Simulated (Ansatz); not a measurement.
# Cu: the cost of one run

Program: Ansatz 0.2.0. Level of theory: DFT PBE, scalar-relativistic, plane waves, PAW, and further levels as typed in the inputs. These are calculated values, not measurements.

## (1) The starting structure

It takes space group P-3m1 (No. 164, trigonal). The conventional cell has a = 2.556 Å, b = 2.556 Å, c = 23.261 Å, α = 90.00°, β = 90.00°, γ = 120.00°. Around Cu (site symmetry 3m) lie 9 Cu at 2.56 Å. Cu (site symmetry 3m) is surrounded by 12 Cu at 2.56 Å.

Structure file:

```
Cu
1.0
     7.66857    0.00000    0.00000
     3.83429    6.64118    0.00000
     0.00000    0.00000   23.26136
Cu
36
Direct
  0.00000 0.00000 0.36541
  0.33333 0.00000 0.36541
  0.66667 0.00000 0.36541
  0.00000 0.33333 0.36541
  0.33333 0.33333 0.36541
  0.66667 0.33333 0.36541
  0.00000 0.66667 0.36541
  0.33333 0.66667 0.36541
  0.66667 0.66667 0.36541
  0.11111 0.11111 0.45514
  0.44444 0.11111 0.45514
  0.77778 0.11111 0.45514
  0.11111 0.44444 0.45514
  0.44444 0.44444 0.45514
  0.77778 0.44444 0.45514
  0.11111 0.77778 0.45514
  0.44444 0.77778 0.45514
  0.77778 0.77778 0.45514
  0.88889 0.22222 0.54486
  0.22222 0.22222 0.54486
  0.55556 0.22222 0.54486
  0.88889 0.55556 0.54486
  0.22222 0.55556 0.54486
  0.55556 0.55556 0.54486
  0.88889 0.88889 0.54486
  0.22222 0.88889 0.54486
  0.55556 0.88889 0.54486
  0.00000 0.00000 0.63459
  0.33333 0.00000 0.63459
  0.66667 0.00000 0.63459
  0.00000 0.33333 0.63459
  0.33333 0.33333 0.63459
  0.66667 0.33333 0.63459
  0.00000 0.66667 0.63459
  0.33333 0.66667 0.63459
  0.66667 0.66667 0.63459
```

## (2) Relaxing the atoms: Cu36 slab, no spin

input.yaml

```yaml
crystal:
  lattice:
    - [7.668573042, 0.0, 0.0]
    - [3.834286521, 6.6411790651, 0.0]
    - [0.0, 0.0, 23.2613636694]
  atoms:
    - { symbol: Cu, position: [0.0, 0.0, 0.3654127987] }
    - { symbol: Cu, position: [0.3333333333, 0.0, 0.3654127987] }
    - { symbol: Cu, position: [0.6666666667, 0.0, 0.3654127987] }
    - { symbol: Cu, position: [0.0, 0.3333333333, 0.3654127987] }
    - { symbol: Cu, position: [0.3333333333, 0.3333333333, 0.3654127987] }
    - { symbol: Cu, position: [0.6666666667, 0.3333333333, 0.3654127987] }
    - { symbol: Cu, position: [0.0, 0.6666666667, 0.3654127987] }
    - { symbol: Cu, position: [0.3333333333, 0.6666666667, 0.3654127987] }
    - { symbol: Cu, position: [0.6666666667, 0.6666666667, 0.3654127987] }
    - { symbol: Cu, position: [0.1111111111, 0.1111111111, 0.4551375996] }
    - { symbol: Cu, position: [0.4444444444, 0.1111111111, 0.4551375996] }
    - { symbol: Cu, position: [0.7777777778, 0.1111111111, 0.4551375996] }
    - { symbol: Cu, position: [0.1111111111, 0.4444444444, 0.4551375996] }
    - { symbol: Cu, position: [0.4444444444, 0.4444444444, 0.4551375996] }
    - { symbol: Cu, position: [0.7777777778, 0.4444444444, 0.4551375996] }
    - { symbol: Cu, position: [0.1111111111, 0.7777777778, 0.4551375996] }
    - { symbol: Cu, position: [0.4444444444, 0.7777777778, 0.4551375996] }
    - { symbol: Cu, position: [0.7777777778, 0.7777777778, 0.4551375996] }
    - { symbol: Cu, position: [-0.1111111111, 0.2222222222, 0.5448624004] }
    - { symbol: Cu, position: [0.2222222222, 0.2222222222, 0.5448624004] }
    - { symbol: Cu, position: [0.5555555556, 0.2222222222, 0.5448624004] }
    - { symbol: Cu, position: [-0.1111111111, 0.5555555556, 0.5448624004] }
    - { symbol: Cu, position: [0.2222222222, 0.5555555556, 0.5448624004] }
    - { symbol: Cu, position: [0.5555555556, 0.5555555556, 0.5448624004] }
    - { symbol: Cu, position: [-0.1111111111, 0.8888888889, 0.5448624004] }
    - { symbol: Cu, position: [0.2222222222, 0.8888888889, 0.5448624004] }
    - { symbol: Cu, position: [0.5555555556, 0.8888888889, 0.5448624004] }
    - { symbol: Cu, position: [0.0, 0.0, 0.6345872013] }
    - { symbol: Cu, position: [0.3333333333, 0.0, 0.6345872013] }
    - { symbol: Cu, position: [0.6666666667, 0.0, 0.6345872013] }
    - { symbol: Cu, position: [0.0, 0.3333333333, 0.6345872013] }
    - { symbol: Cu, position: [0.3333333333, 0.3333333333, 0.6345872013] }
    - { symbol: Cu, position: [0.6666666667, 0.3333333333, 0.6345872013] }
    - { symbol: Cu, position: [0.0, 0.6666666667, 0.6345872013] }
    - { symbol: Cu, position: [0.3333333333, 0.6666666667, 0.6345872013] }
    - { symbol: Cu, position: [0.6666666667, 0.6666666667, 0.6345872013] }
scf:
  occupations: { method: gaussian, width: 0.1 }
output:
  forces: true
  write_density: true
  write_potential: true
  elf: true
  volumetric_format: npy
hamiltonian:
  xc: pbe
kpoints:
  mp_grid: { grid: [4, 4, 1] }
efield:
  axis: 3
  dipole_correction: true
relax:
  f_tol: 0.01
  max_steps: 80
  constraints:
    - { sites: [0, 1, 2, 3, 4, 5, 6, 7, 8, 9, 10, 11, 12, 13, 14, 15, 16, 17] }
```

Run with:

```console
> ansatz run input.yaml --threads 8 --pin off --max-ram 22528MiB --backend cpu --events-out ev --progress --plain --runs-dir out
```

Q: Estimate wall time and peak memory on 8 threads of Intel Xeon at 2.70GHz, shared host.

About 2.4 min, with a peak of 9.2 GiB.
